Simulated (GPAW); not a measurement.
Runs of GPAW 26.7.0 on NaI. It takes space group Fm-3m (No. 225, cubic). Conventional cell: a = 6.473 Å, b = 6.473 Å, c = 6.473 Å, α = 90.00°, β = 90.00°, γ = 90.00°. I (site symmetry m-3m) is surrounded by 6 Na at 3.24 Å. Around Na (site symmetry m-3m) lie 6 I at 3.24 Å. 

| task | level | potentials or basis | spin | k mesh | cutoff (eV) | smearing | maxiter | band path | band points | convergence | response ecut | mesh quality | gap on the mesh (eV) | pressure (GPa) |
| --- | --- | --- | --- | --- | --- | --- | --- | --- | --- | --- | --- | --- | --- | --- |
| band structure | r2SCAN | GPAW PAW data sets (gpaw-data 1.2.1), pw | off | 7 × 7 × 7 | 800 | fermi-dirac 0.05 eV | 150 | GXWKGLUWLK,UX | 100 | - | - | not flagged | 4.44 | 0.0 |
| single point | LDA | the program's PAW data sets (release 1.2.1) made for this functional, pw | off | 6 × 6 × 6 | 600 | fermi-dirac 0.05 eV | 120 | - | - | default | - | not flagged | (b) | -1.6 |
| band structure | PBEsol | PAW data sets generated in the run's folder for this functional, pw | off | 7 × 7 × 7 | 800 | fermi-dirac 0.05 eV | 150 | GXWKGLUWLK,UX | 60 | - | - | not flagged | 3.52 | -0.5 |
| band structure | PBEsol | PAW data sets generated in the run's folder for this functional, pw | SOC, no magnetisation | 7 × 7 × 7 | 800 | fermi-dirac 0.05 eV | 150 | GXWKGLUWLK,UX | 60 | - | - | not flagged | (a) | -0.5 |

Alike in all rows: cell as given.

Estimate the missing entries.

(a) 3.13; (b) 3.34.

Caveats: spin-orbit coupling is left out, which moves the levels of the heavy elements (some runs); the PAW data sets were made with another functional, which shifts forces and pressure a little (some runs); the cutoff is short for stress and forces, so pressures can be off by a GPa or more (some runs); spin-orbit coupling was added after a scalar SCF, so levels and gaps hold it while energy, forces, pressure and moments don't (some runs); this program's spin-orbit splittings come out too wide for heavy elements (some runs).

A k mesh can miss the band edges, and rows without SOC leave out spin-orbit coupling on I.
